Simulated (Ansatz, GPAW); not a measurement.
This is a calculation of MnS for Ansatz 0.2.0. 

input.yaml

```yaml
crystal:
  lattice:
    - [0.0, 2.6045, 2.6045]
    - [2.6045, 0.0, 2.6045]
    - [2.6045, 2.6045, 0.0]
  atoms:
    - { symbol: Mn, position: [0.0, 0.0, 0.0], spin: 4.0 }
    - { symbol: S, position: [0.5, 0.5, 0.5] }
kpoints:
  mp_grid: { grid: [9, 9, 9] }
scf:
  occupations: { method: gaussian, width: 0.014 }
hamiltonian:
  xc: pbe
  pseudopotentials: { kind: all_electron, lapw: { basis_error: 0.001 } }
magnetization:
  spin_polarized: true
output:
  forces: true
  stress: true
  eigenvalues: true
```

Potentials or basis: all-electron LAPW, scalar-relativistic.

Command:

```sh
$ ansatz run input.yaml --threads 2 --pin off --max-ram 6144MiB --backend cpu --events-out ev --progress --plain --runs-dir out
```

Problem. Set up the same calculation for GPAW 26.7.0 (ASE script). Potentials or basis there: GPAW PAW data sets (gpaw-data 1.2.1), cutoff 600 eV.

Solution. As run (cutoffs and basis follow the program's own potentials, and thresholds, step limits or extra output files can differ):

The input run.py:

```python
from ase.dft.bandgap import bandgap
from ase.io import read, write
from ase.units import GPa
from gpaw import GPAW, PW

atoms = read('POSCAR')
atoms.set_initial_magnetic_moments([4.0, 0.0])

calc = GPAW(mode=PW(600),
            xc='PBE',
            kpts={'size': (9, 9, 9), 'gamma': True},
            occupations={'name': 'methfessel-paxton', 'order': 0, 'width': 0.014},
            nbands=21,
            convergence={'density': 1e-05, 'energy': 1e-05},
            maxiter=150,
            txt='gpaw.txt')
atoms.calc = calc
energy = atoms.get_potential_energy()
forces = atoms.get_forces()
stress = atoms.get_stress()
calc.write('gs.gpw')
write('result.traj', atoms)
print(f'Energy: {energy:.6f} eV')
print('Forces (eV/A):')
print(forces.round(4))
print('Stress (GPa):', (stress / GPa).round(3))
print('Moments:', calc.get_magnetic_moments().round(3))
print('Fermi level:', round(calc.get_fermi_level(), 4), 'eV')
print(f'Gap: {bandgap(calc)[0]:.4f} eV, direct: {bandgap(calc, direct=True)[0]:.4f} eV')
```

The input POSCAR:

```
MnS
1.0
    0.0000000000      2.6045000000      2.6045000000
    2.6045000000      0.0000000000      2.6045000000
    2.6045000000      2.6045000000      0.0000000000
Mn S
1 1
Direct
    0.0000000000      0.0000000000      0.0000000000
    0.5000000000      0.5000000000      0.5000000000
```

Potentials or basis: GPAW PAW data sets (gpaw-data 1.2.1), pw.

Command:

```bash
$ OMP_NUM_THREADS=1 python run.py
```

Both were run:

|  | Ansatz | GPAW |
| --- | --- | --- |
| Pressure | -2.8 GPa | -2.8 GPa |
| Net moment | 4.72 μB per cell | 4.71 μB per cell |

Where Ansatz's input types no cutoff or centring, it takes its own default and a Γ-centred mesh.

The magnetic state is the one that the start led to; the real crystal's order can differ.

Pressure is positive in compression.
